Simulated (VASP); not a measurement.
# Bi (P6_3/mmc) in VASP: single point with r2SCAN

Aim: the single point of Bi with r2SCAN.

Program: VASP 6.6.1. These are calculated values, not measurements. Logs are shortened: lines on timing, memory, paths and dates and some standing lists are left out, and cuts for length are marked.

## 1. The crystal as given

It takes space group P6_3/mmc (No. 194, hexagonal). Conventional cell: a = 4.221 Å, b = 4.221 Å, c = 4.197 Å, α = 90.00°, β = 90.00°, γ = 120.00°. Bi (site symmetry -6m2) is surrounded by 6 Bi at 3.22 Å.

This isn't the form of Bi at room conditions, which is rhombohedral.

## 2. Single point, r2SCAN

POSCAR

```
Bi
1.0
    4.2212954719      0.0000000000      0.0000000000
   -2.1106477359      3.6557491155      0.0000000000
    0.0000000000      0.0000000000      4.1974056089
Bi
2
Direct
    0.3333333333      0.6666666667      0.2500000000
    0.6666666667      0.3333333333      0.7500000000
```

INCAR.step1

```
PREC = Accurate
ENCUT = 520
ISMEAR = 0
SIGMA = 0.1
LREAL = False
LASPH = True
NELM = 100
NBANDS = 22
GGA = PE
ALGO = Normal
EDIFF = 1E-4
LWAVE = True
LCHARG = False
```

INCAR.step2

```
PREC = Accurate
ENCUT = 520
EDIFF = 1E-6
ISMEAR = 0
SIGMA = 0.1
LREAL = False
LASPH = True
NELM = 100
ALGO = Normal
ISIF = 2
LWAVE = False
LCHARG = True
METAGGA = R2SCAN
LMIXTAU = True
LELF = True
LVHAR = True
NBANDS = 22
ISTART = 1
```

KPOINTS

```
regular mesh
0
Gamma
  12 12 10
```

Potentials or basis: VASP PAW PBE potentials, release 64 (Bi_d).

The run is started by

```bash
> cat potpaw_PBE.64/Bi_d/POTCAR > POTCAR
> cp INCAR.step1 INCAR
> mpirun -np 1 vasp_std > vasp.out
> cp INCAR.step2 INCAR
> mpirun -np 1 vasp_std > vasp.out
```

OUTCAR:

```text
PREC = Accurate
   ENCUT = 520
   EDIFF = 1E-6
   ISMEAR = 0
   LREAL = False
   LASPH = True
   NELM = 100
   ISIF = 2
   METAGGA = R2SCAN
   ISTART = 1

 ion  position               nearest neighbor table
   1  0.333  0.667  0.250-   2 3.22   2 3.22   2 3.22   2 3.22   2 3.22   2 3.22
   2  0.667  0.333  0.750-   1 3.22   1 3.22   1 3.22   1 3.22   1 3.22   1 3.22

  LATTYP: Found a hexagonal cell.
 ALAT       =     4.2212954719
 C/A-ratio  =     0.9943406324

  Lattice vectors:

 A1 = (   4.2212954719,   0.0000000000,   0.0000000000)
 A2 = (  -2.1106477359,   3.6557491155,   0.0000000000)
 A3 = (   0.0000000000,   0.0000000000,   4.1974056089)

Analysis of symmetry for initial positions (statically):
=====================================================================
 Subroutine PRICEL returns:
 Original cell was already a primitive cell.

 Routine SETGRP: Setting up the symmetry group for a
 hexagonal supercell.

 Subroutine GETGRP returns: Found 24 space group operations
 (whereof 12 operations were pure point group operations)
 out of a pool of 24 trial point group operations.

The static configuration has the point symmetry D_3d.
 The point group associated with its full space group is D_6h.

Analysis of symmetry for dynamics (positions and initial velocities):
=====================================================================
 Subroutine PRICEL returns:
 Original cell was already a primitive cell.

 Routine SETGRP: Setting up the symmetry group for a
 hexagonal supercell.

 Subroutine GETGRP returns: Found 24 space group operations
 (whereof 12 operations were pure point group operations)
 out of a pool of 24 trial point group operations.

The dynamic configuration has the point symmetry D_3d.
 The point group associated with its full space group is D_6h.

 Subroutine INISYM returns: Found 24 space group operations
 (whereof 12 operations are pure point group operations),
 and found     1 'primitive' translations

----------------------------------------------------------------------------------------

                                     Primitive cell

  volume of cell :      64.7744

  direct lattice vectors                    reciprocal lattice vectors
     4.221295472  0.000000000  0.000000000     0.236894102  0.136770874  0.000000000
    -2.110647736  3.655749115  0.000000000     0.000000000  0.273541747  0.000000000
     0.000000000  0.000000000  4.197405609     0.000000000  0.000000000  0.238242403

  length of vectors
[... 81 lines left out ...]
   NELM   =    100;   NELMIN=  2; NELMDL=  0     # of ELM steps
   EDIFF  = 0.1E-05   stopping-criterion for ELM
   LREAL  =      F    real-space projection
   EDIFFG = 0.1E-04   stopping-criterion for IOM
   NSW    =      0    number of steps for IOM
   IBRION =     -1    ionic relax: 0-MD 1-quasi-New 2-CG
   NFREE  =      0    steps in history (QN), initial steepest desc. (CG)
   ISIF   =      2    stress and relaxation
   ISYM   =      2    0-nonsym 1-usesym 2-fastsym
   POTIM  = 0.5000    time-step for ionic-motion
   TEBEG  =    0.0;   TEEND  =   0.0 temperature during run
   PSTRESS=    0.0 pullay stress
   NELECT =      30.0000    total number of electrons
   NUPDOWN=      -1.0000    fix difference up-down
   EMIN   =  10.00;   EMAX   =-10.00  energy-range for DOS
   EFERMI =   0.00;   METHOD = LEGACY
   ISMEAR =     0;   SIGMA  =   0.10  broadening in eV -4-tet -1-fermi 0-gaus
   EFERMI_NEDOS =   21; number of points for ismear=-14 and -15
   IALGO  =     38    algorithm
   IMIX   =      4    mixing-type and parameters
     AMIX     =   0.40;   BMIX     =  1.00
     AMIX_MAG =   1.60;   BMIX_MAG =  1.00
  volume/ion in A,a.u.               =      32.39       218.56
  Fermi-wavevector in a.u.,A,eV,Ry     =   1.266624  2.393571 21.828306  1.604335
  Thomas-Fermi vector in A             =   2.399815
   LORBIT       =      0    0 simple, 1 ext, 2 COOP (PROOUT), +10 PAW based schemes
   METAGGA = R2SCAN    functional components
   LHFCALC =     F    Hartree Fock is set to
   AEXX    =    0.0000 exact exchange contribution
   IVDW    =     0    specifies the selected vdW correction
   LEPSILON=     F    determine dielectric tensor
   LRPA    =     F    only Hartree local field effects (RPA)
 non-spin polarized calculation
 Gauss-broadening in eV      SIGMA  =   0.10
  energy-cutoff  :      520.00
  volume of cell :       64.77
 maximum number of plane-waves:      1760
 NGX is ok and might be reduce to    32
   NGX = 15   NGY = 15   NGZ = 15

 number of electron      29.9999994 magnetization

 Free energy of the ion-electron system (eV)
  ---------------------------------------------------
  ext. energy  EPLUGINS =         0.00000000
  ---------------------------------------------------
  free energy    TOTEN  =      -116.65499435 eV

  energy without entropy =     -116.65027563  energy(sigma->0) =     -116.65263499

 E-fermi :   7.2708     XC(G=0): -10.6927

 val. band max:        7.2307801502   @ k =   0.4167  -0.0000   0.5000
 cond. band min:       7.2998277118   @ k =   0.2500   0.2500   0.1000
 fundamental gap:      0.0690475615
 Fermi energy:         7.2707855283

 k-point     1 :       0.0000    0.0000    0.0000
  band No.  band energies     occupation
      1     -16.4129      2.00000
      2     -16.4129      2.00000
      3     -16.3844      2.00000
      4     -16.2550      2.00000
      5     -16.2550      2.00000
      6     -16.2487      2.00000
[... 589 lines left out ...]
     21      15.8561      0.00000
     22      16.6448      0.00000

 [... further k-points ...]

------------------------ aborting loop because EDIFF is reached ----------------------------------------

  FORCE on cell =-STRESS in cart. coord.  units (eV):
  Direction    XX          YY          ZZ          XY          YZ          ZX
  --------------------------------------------------------------------------------------
  -------------------------------------------------------------------------------------
  Total        1.3197811      1.3197811      1.2796387      0.0000000      0.0000000      0.0000000
  in kB       32.6444541     32.6444541     31.6515422      0.0000000      0.0000000      0.0000000
  external PRESSURE =      32.3134835 kB  Pullay stress =       0.0000000 kB

 VOLUME and BASIS-vectors are now :
 -----------------------------------------------------------------------------
  energy-cutoff  :      520.00
  volume of cell :       64.77
      direct lattice vectors                 reciprocal lattice vectors
     4.221295472  0.000000000  0.000000000     0.236894102  0.136770874  0.000000000
    -2.110647736  3.655749115  0.000000000     0.000000000  0.273541747  0.000000000
     0.000000000  0.000000000  4.197405609     0.000000000  0.000000000  0.238242403

 POSITION                                       TOTAL-FORCE (eV/Angst)
 -----------------------------------------------------------------------------------
     -0.00000      2.43717      1.04935         0.000000     -0.000000      0.000000
      2.11065      1.21858      3.14805        -0.000000      0.000000      0.000000
 -----------------------------------------------------------------------------------
    total drift:                               -0.000000      0.000000     -0.000000

  FREE ENERGIE OF THE ION-ELECTRON SYSTEM (eV)
  ---------------------------------------------------
  free  energy   TOTEN  =      -116.6549943474 eV

  energy  without entropy=     -116.6502756321  energy(sigma->0) =     -116.65263499
```

OUTCAR.step1:

```text
PREC = Accurate
   ENCUT = 520
   ISMEAR = 0
   LREAL = False
   LASPH = True
[... 826 lines left out ...]
     -0.00000      2.43717      1.04935         0.000000     -0.000000      0.000000
      2.11065      1.21858      3.14805        -0.000000      0.000000      0.000000
 -----------------------------------------------------------------------------------
    total drift:                               -0.000000      0.000000     -0.000000

  FREE ENERGIE OF THE ION-ELECTRON SYSTEM (eV)
  ---------------------------------------------------
  free  energy   TOTEN  =        -7.4886573454 eV

  energy  without entropy=       -7.4833453056  energy(sigma->0) =       -7.48600133
```

Run time: 2.1 min. Hardware: 1 thread of Intel Xeon 6975P-C (Granite Rapids), shared host; peak memory 0.27 GiB.

Results:

```yaml
Free_energy: -116.6550 eV
Pressure: 3.2 GPa
Band_gap_on_the_k_mesh: none (metal or under the smearing width)
```

Caveat: the PAW data sets were made with another functional, which shifts forces and pressure a little; spin-orbit coupling is left out, which moves the levels of the heavy elements.
